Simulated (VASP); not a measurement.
Set up this calculation in VASP 6.6.1, as the native input.

```yaml
Task: relaxation of cell and atoms
Functional: PBE
Potentials_or_basis: VASP PAW PBE potentials, release 64 (Ru_pv)
Cutoff: 600 eV
k_mesh: 24 × 24 × 22
Occupations: gaussian, width 0.1 eV
Spin: no spin polarisation
Dipole_correction: no
Further_INCAR_settings: ALGO = Fast; EDIFF = 1e-06; IBRION = 2; EDIFFG = -0.01; NSW = 100; ISIF = 3
```

The structure of Ru lies in POSCAR:

```
Ru
1.0
    2.6564081436      0.0000000000      0.0000000000
   -1.3282040718      2.3005169352      0.0000000000
    0.0000000000      0.0000000000      2.4574790116
Ru
1
Direct
    0.0000000000      0.0000000000      0.0000000000
```

The cell was built by a generator and needn't be a form met in nature.

These files were run (other wordings do the same):

INCAR

```
SYSTEM = Ru
PREC = Accurate ; ENCUT = 600
EDIFF = 1E-6 ; ISMEAR = 0
SIGMA = 0.1 ; LREAL = .FALSE.
LASPH = .TRUE. ; NELM = 100
ALGO = Fast ; ISIF = 3
LWAVE = .FALSE. ; LCHARG = .FALSE.
GGA = PE ; IBRION = 2
NSW = 100 ; EDIFFG = -0.01
```

KPOINTS

```
regular mesh
0
G
  24 24 22
  0 0 0
```

Potentials or basis: VASP PAW PBE potentials, release 64 (Ru_pv).

Command:

```console
$ cat potpaw_PBE.64/Ru_pv/POTCAR > POTCAR
$ mpirun -np 1 vasp_std > vasp.out
```

It gave:

| Property | Result |
| --- | --- |
| Relaxed volume | 15.04 Å³/atom |
| Relaxed cell | a = 2.658 Å, b = 2.658 Å, c = 2.457 Å, α = 90.00°, β = 90.00°, γ = 120.00° |
| Space group after relaxing (to 0.05 Å) | P6/mmm (No. 191) |
| Energy gained by relaxing | 0.0 meV/atom |
| Ionic steps | 10 |
| Pressure after relaxing | 0.0 GPa |
| Band gap on the k mesh | none (metal or under the smearing width) |

Wall time 2.4 min on 1 thread of Intel(R) Xeon(R) 6975P-C (Granite Rapids) (shared host), peak memory 0.28 GiB.
